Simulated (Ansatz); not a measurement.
## Ti under pressure: fit and missing row

Ti, P6/mmm, a = 4.515 Å, c = 2.799 Å. This isn't the element's structure at ambient conditions. Ansatz: PBEsol, PAW, 420 eV, Γ-centred 12×12×14 mesh on 3 atoms, Gaussian smearing 0.10 eV; no spin polarisation. Cell and atoms are relaxed at each pressure, and no other structure is tried, so the rows at high pressure may lie past a change of phase.

```
V (Å³/atom) P (GPa)
          ?    40.00
     14.425    19.97
     15.307     9.99
     15.842     4.99
     16.206     2.00
     16.472    -0.01
     16.757    -2.00
```

Task: Take V0 = 16.472 Å³/atom, count pressures from its P0 = -0.01 GPa, fit the third-order Birch–Murnaghan form to the other rows, and predict the missing volume.

Result: With the Eulerian strain f = ½[(V0/V)^(2/3) − 1] and y = (P − P0)/[3f(1 + 2f)^(5/2)], the form is the line y = B0 + 1.5 B0 (B0′ − 4) f. Rows (f, y): 0.04625, 115.4; 0.02506, 117.7; 0.01317, 118.6; 0.00546, 119.4; -0.00569, 120.0. Means f = 0.01685, y = 118.22; Σ(Δf)² = 0.001583, ΣΔfΔy = -0.1421; the slope is their ratio. y = 119.7 − 89.78 f GPa, so B0 = 119.7 GPa and B0′ = 4 + 2 × (-89.78)/(3 × 119.7) = 3.50. P = 40.00 GPa is met at f = 0.08139 (y = 112.39), so V = V0 (1 + 2f)^(−3/2) = 13.137 Å³/atom. The run gave 13.130 Å³/atom, so the fit is 0.007 Å³/atom too high, a small miss on the scale of the series. The form still works here, 91 % of the fitted range beyond its end.

The mesh isn't the same in all rows (12×12×14, 12×12×16).